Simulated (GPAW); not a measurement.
Runs of GPAW 26.7.0 on Bi2Se3 (Paraguanajuatite). Symmetry: R-3m, No. 166, trigonal system. Conventional cell: a = 4.143 Å, b = 4.143 Å, c = 28.636 Å, α = 90.00°, β = 90.00°, γ = 120.00°. Bi (site symmetry 3m) is surrounded by 6 Se at 2.85 to 3.07 Å. Se (site symmetry 3m) is surrounded by 3 Bi at 2.85 Å. Se (site symmetry -3m) has 6 Bi at 3.07 Å as nearest neighbours. 

```tsv
task	level	potentials or basis	cell	k mesh	cutoff (eV)	smearing	convergence	supercell	supercell k mesh	displacement	relaxed first	mesh quality	gap on the mesh (eV)	pressure (GPa)	V0 of scaled cells (Å³/atom)	B0 (GPa)	largest force (eV/Å)
phonons	PBEsol+D3	PAW data sets generated in the run's folder for this functional, pw	atoms relaxed	5 × 5 × 5	510	fermi-dirac 0.05 eV	density=1e-06 eigenstates=1e-09	1 × 1 × 1	5 × 5 × 5	0.01	ions	not flagged	(a)	-1.7	-	-	-
single point	TB-mBJ	GPAW PAW data sets for LDA (gpaw-data 1.2.1), pw	as given	6 × 6 × 6	600	fermi-dirac 0.05 eV	-	-	-	-	-	not flagged	0.70	-	-	-	-
band structure	LDA	the program's PAW data sets (release 1.2.1) made for this functional, pw	as given	5 × 5 × 5	600	fermi-dirac 0.05 eV	-	-	-	-	-	not flagged	0.09	-2.0	-	-	0.17
band structure	PBEsol	PAW data sets generated in the run's folder for this functional, pw	as given	5 × 5 × 5	600	fermi-dirac 0.05 eV	-	-	-	-	-	not flagged	(b)	-0.5	-	-	0.21
single point	PBE	GPAW PAW data sets (gpaw-data 1.2.1), pw	as given	8 × 8 × 8	600	fermi-dirac 0.05 eV	-	-	-	-	-	not flagged	0.19	2.5	-	-	0.17
equation of state	LDA	the program's PAW data sets (release 1.2.1) made for this functional, pw	as given	5 × 5 × 5	600	fermi-dirac 0.05 eV	-	-	-	-	-	not flagged	-	-	27.51	68	-
equation of state	PBE	GPAW PAW data sets (gpaw-data 1.2.1), pw	as given	5 × 5 × 5	600	fermi-dirac 0.05 eV	-	-	-	-	-	not flagged	-	-	29.51	57	-
```

Alike in all rows: no spin polarisation.

Question: Estimate the missing entries.

Answer: (a) 0.12; (b) 0.13.

Caveats: spin-orbit coupling is left out, which as a rule narrows the gap of such compounds by several tenths of an eV (some runs); the cell was scaled at fixed shape and fractional positions, which overstates the stiffness of a crystal with free parameters, most of all of layers and chains (some runs); spin-orbit coupling is left out, which moves the levels of the heavy elements (some runs); the cutoff is short for stress and forces, so pressures can be off by a GPa or more (some runs); the LO-TO splitting is left out (some runs); an odd mesh through Γ misses points on the zone boundary, where band edges often lie (some runs); a model potential gives levels but no total energy (some runs).

A k mesh can miss the band edges, and the runs leave out spin-orbit coupling on Bi, Se.

Not every run made on this cell is shown here.
